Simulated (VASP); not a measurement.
Here is the system:

```
AlSb
1.0
    0.00000     2.99781     2.99781
    2.99781     0.00000     2.99781
    2.99781     2.99781     0.00000
Al Sb
1 1
Cartesian
  0.00000   0.00000   0.00000
  1.49891   1.49891   1.49891
```

The numbers are results of LDA (Ceperley-Alder, Perdew-Zunger), VASP's LDA PAW potentials (set 64) (plane waves; VASP), not measurements. Settings: 520 eV cut-off, 8×8×8 Γ-centred mesh, Gaussian smearing of 0.050 eV, potentials Al Sb.

Question: Give the stress tensor in GPa (positive for a compressed cell).

Answer: 
```
4.02  0.00  0.00
0.00  4.02  0.00
0.00  0.00  4.02
```
The pressure is its mean diagonal, 4.02 GPa.

The compound is AlSb in the zinc blende structure. This cell is one point of a volume scan, at 0.94 of the reference volume.
